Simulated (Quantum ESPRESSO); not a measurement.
# Optical response of BeS, part 2 of 3

Wanted: where BeS starts to absorb, how strongly, and its refractive index. The cell comes from an older database entry, whose edges can differ from later determinations, mostly by under a per cent.

Quantum ESPRESSO 7.5; DFT, PBE, plane waves with norm-conserving potentials (PseudoDojo), scalar-relativistic, independent-particle optical response without local fields and without the non-local commutator.

So far. Step 2 (Ground state): There is a gap, 3.11 eV on this mesh (points off the mesh can give less), so no carriers' term is needed.

The database entry behind the starting cell differs from later determinations by our own check (0.1 to 0.3 % short, probably kX units), so it need not match the best structure at ambient conditions.

## 3. Ground state with the final occupations

Level of this step: DFT, PBE, plane waves with norm-conserving potentials (PseudoDojo), scalar-relativistic, ground state (Quantum ESPRESSO).

The ground state once more, with the occupations that the first run showed to fit.

File scf.in:

```
&control
  calculation = 'scf'
  prefix = 'x'
  outdir = './tmp'
  pseudo_dir = './'
  verbosity = 'high'
/
&system
  ibrav = 0
  nat = 2
  ntyp = 2
  ecutwfc = 90
  occupations = 'fixed'
/
&electrons
  conv_thr = 1e-09
  electron_maxstep = 100
/
ATOMIC_SPECIES
  S 1.0 S.upf
  Be 1.0 Be.upf
CELL_PARAMETERS angstrom
  0.000000000000 2.425000000000 2.425000000000
  2.425000000000 0.000000000000 2.425000000000
  2.425000000000 2.425000000000 0.000000000000
ATOMIC_POSITIONS crystal
  S 0.750000000000 0.750000000000 0.750000000000
  Be 0.000000000000 0.000000000000 0.000000000000
K_POINTS automatic
  8 8 8 0 0 0
```

Command:

```sh
mpirun -n 4 pw.x -nk 4 -in scf.in
```

The program printed:

```text
[banner, memory and clock lines left out]

     using ibrav=0 with symmetry is DISCOURAGED, use correct ibrav instead

     G-vector sticks info

     bravais-lattice index     =            0
     lattice parameter (alat)  =       6.4808  a.u.
     unit-cell volume          =     192.4695 (a.u.)^3
     number of atoms/cell      =            2
     number of atomic types    =            2
     number of electrons       =        10.00
     number of Kohn-Sham states=            5
     kinetic-energy cutoff     =      90.0000  Ry
     charge density cutoff     =     360.0000  Ry
     scf convergence threshold =      1.0E-09
     mixing beta               =       0.7000
     number of iterations used =            8  plain     mixing
     Exchange-correlation= PBE
                           (   1   4   3   4   0   0   0)

     celldm(1)=   6.480755  celldm(2)=   0.000000  celldm(3)=   0.000000
     celldm(4)=   0.000000  celldm(5)=   0.000000  celldm(6)=   0.000000

     crystal axes: (cart. coord. in units of alat)
               a(1) = (   0.000000   0.707107   0.707107 )
               a(2) = (   0.707107   0.000000   0.707107 )
               a(3) = (   0.707107   0.707107   0.000000 )

     reciprocal axes: (cart. coord. in units 2 pi/alat)
               b(1) = ( -0.707107  0.707107  0.707107 )
               b(2) = (  0.707107 -0.707107  0.707107 )
               b(3) = (  0.707107  0.707107 -0.707107 )

     ./S.upf
     Pseudo is Norm-conserving + core correction, Zval =  6.0
     Generated using ONCVPSP code by D. R. Hamann
     Using radial grid of 1146 points,  6 beta functions with:
                l(1) =   0
                l(2) =   0
                l(3) =   1
                l(4) =   1
                l(5) =   2
                l(6) =   2

     ./Be.upf
     Pseudo is Norm-conserving, Zval =  4.0
     Generated using ONCVPSP code by D. R. Hamann
     Using radial grid of 1358 points,  4 beta functions with:
                l(1) =   0
                l(2) =   0
                l(3) =   1
                l(4) =   1

     atomic species   valence    mass     pseudopotential
     S                 6.00     1.00000     S ( 1.00)
     Be                4.00     1.00000     Be( 1.00)

     24 Sym. Ops. (no inversion) found

                                    s                        frac. trans.

     [... symmetry matrices left out ...]
   Cartesian axes

     site n.     atom                  positions (alat units)
         1        S      tau(   1) = (   1.0606602   1.0606602   1.0606602  )
         2        Be     tau(   2) = (   0.0000000   0.0000000   0.0000000  )

   Crystallographic axes

     site n.     atom                  positions (cryst. coord.)
         1        S      tau(   1) = (  0.7500000  0.7500000  0.7500000  )
         2        Be     tau(   2) = (  0.0000000  0.0000000  0.0000000  )

     number of k points=    29
                       cart. coord. in units 2pi/alat
        k(    1) = (   0.0000000   0.0000000   0.0000000), wk =   0.0039062
        k(    2) = (   0.0883883   0.0883883  -0.0883883), wk =   0.0312500
        k(    3) = (   0.1767767   0.1767767  -0.1767767), wk =   0.0312500
        k(    4) = (   0.2651650   0.2651650  -0.2651650), wk =   0.0312500
        k(    5) = (  -0.3535534  -0.3535534   0.3535534), wk =   0.0156250
        k(    6) = (   0.1767767   0.0000000   0.0000000), wk =   0.0234375
        k(    7) = (   0.2651650   0.0883883  -0.0883883), wk =   0.0937500
        k(    8) = (   0.3535534   0.1767767  -0.1767767), wk =   0.0937500
        k(    9) = (  -0.2651650  -0.4419417   0.4419417), wk =   0.0937500
        k(   10) = (  -0.1767767  -0.3535534   0.3535534), wk =   0.0937500
        k(   11) = (  -0.0883883  -0.2651650   0.2651650), wk =   0.0937500
        k(   12) = (   0.0000000  -0.1767767   0.1767767), wk =   0.0468750
        k(   13) = (   0.3535534   0.0000000   0.0000000), wk =   0.0234375
        k(   14) = (   0.4419417   0.0883883  -0.0883883), wk =   0.0937500
        k(   15) = (  -0.1767767  -0.5303301   0.5303301), wk =   0.0937500
        k(   16) = (  -0.0883883  -0.4419417   0.4419417), wk =   0.0937500
[...]
cryst. coord.
[...]
k(   22) = (   0.1250000   0.2500000   0.3750000), wk =   0.0937500
        k(   23) = (   0.1250000   0.2500000  -0.5000000), wk =   0.1875000
        k(   24) = (   0.1250000   0.2500000  -0.3750000), wk =   0.0937500
        k(   25) = (   0.1250000   0.3750000  -0.5000000), wk =   0.0937500
        k(   26) = (   0.1250000   0.3750000  -0.3750000), wk =   0.1875000
        k(   27) = (   0.1250000   0.3750000  -0.2500000), wk =   0.0937500
        k(   28) = (   0.1250000  -0.5000000  -0.3750000), wk =   0.0468750
        k(   29) = (   0.2500000  -0.5000000  -0.2500000), wk =   0.0234375

     Dense  grid:    22219 G-vectors     FFT dimensions: (  40,  40,  40)

     Initial potential from superposition of free atoms

     starting charge       9.9998, renormalised to      10.0000
     Starting wfcs are    6 randomized atomic wfcs

     Self-consistent Calculation

     iteration #  1     ecut=    90.00 Ry     beta= 0.70
     Davidson diagonalization with overlap

            56 MiB given to the printing process from OS
            18 MiB allocation reported by mallinfo(arena+hblkhd)
------------------
     ethr =  1.00E-02,  avg # of iterations =  2.0

     Threshold (ethr) on eigenvalues was too large:
     Diagonalizing with lowered threshold

     Davidson diagonalization with overlap

            56 MiB given to the printing process from OS
            20 MiB allocation reported by mallinfo(arena+hblkhd)
------------------
     ethr =  4.82E-04,  avg # of iterations =  2.8

     total energy              =     -50.13485231 Ry
     estimated scf accuracy    <       0.04519722 Ry

     iteration #  2     ecut=    90.00 Ry     beta= 0.70
     Davidson diagonalization with overlap

            56 MiB given to the printing process from OS
            24 MiB allocation reported by mallinfo(arena+hblkhd)
------------------
     ethr =  4.52E-04,  avg # of iterations =  2.0

     total energy              =     -50.13988150 Ry
     estimated scf accuracy    <       0.00338507 Ry

     iteration #  3     ecut=    90.00 Ry     beta= 0.70
     Davidson diagonalization with overlap

            56 MiB given to the printing process from OS
            25 MiB allocation reported by mallinfo(arena+hblkhd)
------------------
     ethr =  3.39E-05,  avg # of iterations =  2.0

     total energy              =     -50.14035662 Ry
     estimated scf accuracy    <       0.00012966 Ry

     iteration #  4     ecut=    90.00 Ry     beta= 0.70
     Davidson diagonalization with overlap

            64 MiB given to the printing process from OS
            26 MiB allocation reported by mallinfo(arena+hblkhd)
------------------
     ethr =  1.30E-06,  avg # of iterations =  3.0

     total energy              =     -50.14038193 Ry
     estimated scf accuracy    <       0.00002249 Ry

     iteration #  5     ecut=    90.00 Ry     beta= 0.70
     Davidson diagonalization with overlap

            64 MiB given to the printing process from OS
            26 MiB allocation reported by mallinfo(arena+hblkhd)
------------------
     ethr =  2.25E-07,  avg # of iterations =  3.0

     total energy              =     -50.14038496 Ry
     estimated scf accuracy    <       0.00002483 Ry

     iteration #  6     ecut=    90.00 Ry     beta= 0.70
     Davidson diagonalization with overlap

            64 MiB given to the printing process from OS
            27 MiB allocation reported by mallinfo(arena+hblkhd)
------------------
     ethr =  2.25E-07,  avg # of iterations =  2.0

     total energy              =     -50.14038798 Ry
     estimated scf accuracy    <       0.00000044 Ry

     iteration #  7     ecut=    90.00 Ry     beta= 0.70
     Davidson diagonalization with overlap

            64 MiB given to the printing process from OS
            28 MiB allocation reported by mallinfo(arena+hblkhd)
------------------
     ethr =  4.44E-09,  avg # of iterations =  3.9

     total energy              =     -50.14038838 Ry
     estimated scf accuracy    <       0.00000025 Ry

     iteration #  8     ecut=    90.00 Ry     beta= 0.70
     Davidson diagonalization with overlap

            64 MiB given to the printing process from OS
            28 MiB allocation reported by mallinfo(arena+hblkhd)
------------------
     ethr =  2.53E-09,  avg # of iterations =  1.0

     total energy              =     -50.14038835 Ry
     estimated scf accuracy    <       0.00000010 Ry

     iteration #  9     ecut=    90.00 Ry     beta= 0.70
     Davidson diagonalization with overlap

            64 MiB given to the printing process from OS
            29 MiB allocation reported by mallinfo(arena+hblkhd)
------------------
     ethr =  1.03E-09,  avg # of iterations =  2.0

     total energy              =     -50.14038835 Ry
     estimated scf accuracy    <          9.8E-09 Ry

     iteration # 10     ecut=    90.00 Ry     beta= 0.70
     Davidson diagonalization with overlap

            64 MiB given to the printing process from OS
            30 MiB allocation reported by mallinfo(arena+hblkhd)
------------------
     ethr =  9.78E-11,  avg # of iterations =  2.4

     End of self-consistent calculation

          k = 0.0000 0.0000 0.0000 (  2733 PWs)   bands (ev):

   -93.4187  -8.1544   5.5346   5.5346   5.5346

     occupation numbers
     1.0000   1.0000   1.0000   1.0000   1.0000

          k = 0.0884 0.0884-0.0884 (  2755 PWs)   bands (ev):

   -93.4187  -7.9774   4.3355   5.3358   5.3358

     occupation numbers
     1.0000   1.0000   1.0000   1.0000   1.0000

          k = 0.1768 0.1768-0.1768 (  2776 PWs)   bands (ev):

   -93.4186  -7.4896   2.2337   4.9390   4.9390

     occupation numbers
     1.0000   1.0000   1.0000   1.0000   1.0000

          k = 0.2652 0.2652-0.2652 (  2797 PWs)   bands (ev):

   -93.4186  -6.8700   0.4746   4.6189   4.6189

     occupation numbers
     1.0000   1.0000   1.0000   1.0000   1.0000

          k =-0.3536-0.3536 0.3536 (  2788 PWs)   bands (ev):

   -93.4186  -6.5470  -0.2471   4.5021   4.5021

     occupation numbers
     1.0000   1.0000   1.0000   1.0000   1.0000

          k = 0.1768 0.0000 0.0000 (  2750 PWs)   bands (ev):

   -93.4187  -7.9184   4.5700   4.9478   4.9478

     occupation numbers
     1.0000   1.0000   1.0000   1.0000   1.0000

          k = 0.2652 0.0884-0.0884 (  2777 PWs)   bands (ev):

   -93.4186  -7.5331   2.8941   4.4769   4.6823

     occupation numbers
     1.0000   1.0000   1.0000   1.0000   1.0000

          k = 0.3536 0.1768-0.1768 (  2782 PWs)   bands (ev):

   -93.4186  -6.9441   1.0835   4.1925   4.2212

     occupation numbers
     1.0000   1.0000   1.0000   1.0000   1.0000

     [... further k points left out ...]

     highest occupied level (ev):     5.5346

!    total energy              =     -50.14038836 Ry
     estimated scf accuracy    <          5.7E-11 Ry

     The total energy is the sum of the following terms:
     one-electron contribution =     -16.22109434 Ry
     hartree contribution      =       7.57689097 Ry
     xc contribution           =     -11.28335720 Ry
     ewald contribution        =     -30.21282779 Ry

     convergence has been achieved in  10 iterations

     XML data file, charge density, pseudopotentials, collected wavefunctions

                                        0.00s GPU  (     323 calls)
```

Run time: 3.1 s. Hardware: 4 MPI ranks of Arm Neoverse V1, shared host; peak memory 0.06 GiB.

## 4. Bands on the whole mesh, 12×12×12

At the fixed density, many empty bands are solved on the mesh of the response, since the spectrum sums over them.

This step: DFT, PBE, plane waves with norm-conserving potentials (PseudoDojo), scalar-relativistic, bands at fixed density (Quantum ESPRESSO 7.5).

nscf.in, as its differences from scf.in of step 3:

```diff
@@ -1,3 +1,3 @@
 &control
-  calculation = 'scf'
+  calculation = 'nscf'
   prefix = 'x'
@@ -5,3 +5,2 @@
   pseudo_dir = './'
-  verbosity = 'high'
 /
@@ -13,2 +12,5 @@
   occupations = 'fixed'
+  nbnd = 19
+  nosym = .true.
+  noinv = .true.
 /
@@ -17,2 +19,3 @@
   electron_maxstep = 100
+  diago_full_acc = .true.
 /
@@ -29,2 +32,2 @@
 K_POINTS automatic
-  8 8 8 0 0 0
+  12 12 12 0 0 0
```

Command:

```sh
mpirun -n 4 pw.x -nk 4 -in nscf.in
```

The program printed:

```text
[banner, memory and clock lines left out]

     Atomic positions and unit cell read from directory:

     G-vector sticks info

     bravais-lattice index     =            0
     lattice parameter (alat)  =       6.4808  a.u.
     unit-cell volume          =     192.4695 (a.u.)^3
     number of atoms/cell      =            2
     number of atomic types    =            2
     number of electrons       =        10.00
     number of Kohn-Sham states=           19
     kinetic-energy cutoff     =      90.0000  Ry
     charge density cutoff     =     360.0000  Ry
     Exchange-correlation= PBE
                           (   1   4   3   4   0   0   0)

     celldm(1)=   6.480755  celldm(2)=   0.000000  celldm(3)=   0.000000
     celldm(4)=   0.000000  celldm(5)=   0.000000  celldm(6)=   0.000000

     crystal axes: (cart. coord. in units of alat)
               a(1) = (   0.000000   0.707107   0.707107 )
               a(2) = (   0.707107   0.000000   0.707107 )
               a(3) = (   0.707107   0.707107   0.000000 )

     reciprocal axes: (cart. coord. in units 2 pi/alat)
               b(1) = ( -0.707107  0.707107  0.707107 )
               b(2) = (  0.707107 -0.707107  0.707107 )
               b(3) = (  0.707107  0.707107 -0.707107 )

     ./S.upf
     Pseudo is Norm-conserving + core correction, Zval =  6.0
     Generated using ONCVPSP code by D. R. Hamann
     Using radial grid of 1146 points,  6 beta functions with:
                l(1) =   0
                l(2) =   0
                l(3) =   1
                l(4) =   1
                l(5) =   2
                l(6) =   2

     ./Be.upf
     Pseudo is Norm-conserving, Zval =  4.0
     Generated using ONCVPSP code by D. R. Hamann
     Using radial grid of 1358 points,  4 beta functions with:
                l(1) =   0
                l(2) =   0
                l(3) =   1
                l(4) =   1

     atomic species   valence    mass     pseudopotential
     S                 6.00     1.00000     S ( 1.00)
     Be                4.00     1.00000     Be( 1.00)

     No symmetry found

   Cartesian axes

     site n.     atom                  positions (alat units)
         1        S      tau(   1) = (   1.0606602   1.0606602   1.0606602  )
         2        Be     tau(   2) = (   0.0000000   0.0000000   0.0000000  )

     number of k points=  1728

     Number of k-points >= 100: set verbosity='high' to print them.

     Dense  grid:    22219 G-vectors     FFT dimensions: (  40,  40,  40)

     The potential is recalculated from file :

     Starting wfcs are    6 randomized atomic wfcs +   13 random wfcs

     Band Structure Calculation
     Davidson diagonalization with overlap

     ethr =  1.00E-11,  avg # of iterations = 37.2

     End of band structure calculation

     Number of k-points >= 100: set verbosity='high' to print the bands.

     highest occupied, lowest unoccupied level (ev):     5.5347    8.6482

     XML data file, pseudopotentials, collected wavefunctions

                                        0.00s GPU  (   17282 calls)

[... left out ...]
ulation
     Davidson diagonalization with overlap

     ethr =  1.00E-11,  avg # of iterations = 37.2

     End of band structure calculation

     Number of k-points >= 100: set verbosity='high' to print the bands.

     highest occupied, lowest unoccupied level (ev):     5.5347    8.6482

     XML data file, pseudopotentials, collected wavefunctions

                                        0.00s GPU  (   17282 calls)
```

Run time: 4.5 min. Hardware: 4 MPI ranks; peak memory 0.05 GiB; 18 min of CPU time.

[end of part 2 of 3]

[Machine, clock, banner and «Message from routine» lines are left out of the logs.]

[Logs are printed without paths, hosts, clocks, repeated set-up lines and the standing remarks that a program may print on its own settings, such as how far it seeks lower states.]

[Hosts, paths, dates, database ids (printed as entryN), source tags and the programs' standing remarks are cut or masked in the printed files.]
